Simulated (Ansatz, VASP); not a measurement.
# Ni: VASP beside Ansatz

```
CELL_PARAMETERS angstrom
2.44178 0.00000 0.00000
-1.22089 2.11464 0.00000
0.00000 0.00000 8.05704
ATOMIC_POSITIONS crystal
Ni 0.00000 0.00000 0.00000
Ni 0.00000 0.00000 0.50000
Ni 0.33333 0.66667 0.75000
Ni 0.66667 0.33333 0.25000
```

Alike in both runs: functional PBEsol; k mesh 9 × 9 × 2; occupations gaussian, width 0.1 eV; collinear spin.

Ansatz relaxed the structure, and its values are those at the end. VASP's run is a single point on that final structure, the one shown.

```csv
,VASP,Ansatz
version,VASP 6.6.1,Ansatz 0.2.0
potentials or method,"VASP PAW PBE potentials, release 64 (Ni)","scalar-relativistic, plane waves, PAW"
plane-wave cutoff (eV),520,420
valence electrons in the cell,40,72
```

|  | VASP | Ansatz | Ansatz less VASP |
| --- | --- | --- | --- |
| gap on the k mesh at the Fermi level (eV) | none | none | - |
| pressure (GPa) | -0.4 | -0.2 | +0.17 |
| net moment per atom (μB) | 0.59 | 0.61 | +0.027 |
| size of the moment on the site where the two differ most (μB) | 0.60 | 0.65 | +0.056 |

Site moments also hang on the region over which each program counts them. A gap of «none» marks a metal or a gap that the smearing closes. The functional is the same, so the differences come from potentials, cutoffs and numerics. The two sets of potentials don't hold the same shells in valence.

Caveats: the k mesh is coarse (spacing up to 0.39 Å⁻¹), so the values aren't converged; the PAW data sets were made with another functional, which shifts forces and pressure a little (VASP).
